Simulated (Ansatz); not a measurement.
**PtS2 under changes of volume**

One of the cells (18.261 Å³/atom); the others are scaled copies at fixed shape and fractional positions:

```
CELL_PARAMETERS angstrom
3.54320 0.00000 0.00000
-1.77160 3.06850 0.00000
0.00000 0.00000 5.03880
ATOMIC_POSITIONS crystal
Pt 0.00000 0.00000 0.00000
S 0.66667 0.33333 0.77300
S 0.33333 0.66667 0.22700
```

```yaml
Program: Ansatz 0.2.0
Functional: PBE
Potentials_or_basis: Ansatz PAW
Cutoff: "420 eV (not typed: the program's choice for these potentials)"
k_mesh: 9 × 9 × 5
Occupations: fermi-dirac, width 0.05 eV
Spin: no spin polarisation
```

```tsv
volume (Å³/atom)	energy over the lowest point (meV/atom)	pressure (GPa)	gap on the mesh (eV)	largest force (eV/Å)
17.165	166.47	24.1	1.08	2.317
17.531	?	?	?	?
17.896	77.24	15.3	1.04	1.581
18.261	46.63	11.6	1.02	1.257
18.626	24.09	8.2	1.00	0.957
18.992	8.80	5.2	0.97	0.681
19.357	0.00	2.5	0.95	0.426
```

Task: What does the run at 17.531 Å³/atom give?

Result: Energy over the lowest point 116.84 meV/atom; pressure 19.5 GPa; gap on the mesh 1.06 eV; largest force 1.934 eV/Å.

Worked out: A Birch-Murnaghan fit of order 3 (a polynomial in V^(-2/3)) to the other rows has its minimum at 19.73 Å³/atom, just outside them, with B0 = V·E''(V) = 125 GPa and B' = 4.7 at fixed shape and positions, which overstates the stiffness. It gives 116.78 meV/atom at 17.531 Å³/atom, against the run's 116.84, and -dE/dV = 19.5 GPa, against 19.5. A straight line through the other rows of the gap, of slope -1.09 eV per unit of ln V, gives 1.06 eV, against the run's 1.06.

Energies are extrapolated to zero smearing.

Caveats: odd divisions of the mesh miss points on the zone boundary, where band edges often lie, so the gap on the mesh can be too wide; spin-orbit coupling is left out, which moves the levels of the heavy elements; forces of over 1 eV/Å show positions far from the minimum, so gaps and moduli don't describe the material at rest (some runs).

A mesh can miss the band edges.
